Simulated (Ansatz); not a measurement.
Ba: energy along a strain

Ba, Im-3m, a = 5.000 Å (as given, not relaxed at this level: 0.1 GPa). Ansatz: PBE, PAW, 420 eV, Γ-centred 14×14×14 mesh on 1 atom, Gaussian smearing 0.15 eV; no spin polarisation. Cell vectors (Å): -2.500 2.500 2.500; 2.500 -2.500 2.500; 2.500 2.500 -2.500. The cell is strained by x per cent times the pattern (1 0 0 0 0 0) in the order xx yy zz yz xz xy (engineering shears), with fractional coordinates held. y is the free energy over the start, V0 = 62.500 Å³/atom.

```tsv
x (%)	y (meV/atom)
-4.00	5.87
-3.00	3.58
-2.00	1.86
-1.00	0.68
0.00	0.00
1.00	-0.20
2.00	0.04
3.00	0.69
3.50	1.16
4.00	?
```

Question: Fit y = c1 x + c2 x² + c3 x³ to the other rows, get the stiffness along the pattern, and predict the missing energy.

Answer: Least squares on the rows shown. y = −0.4342 x + 0.2372 x² − 0.005276 x³. The clamped-ion stiffness p·C·p = 2 × 2.372 eV × 160.2 / 62.500 Å³ = 12.2 GPa, which is C11 in these axes; c1 is there for the stress left in the start, which by itself gives a slope of -0.43 meV/atom per %. At x = 4.00 the fit asked for gives 1.72 meV/atom. The run gave 1.72 meV/atom, the same to the digits shown.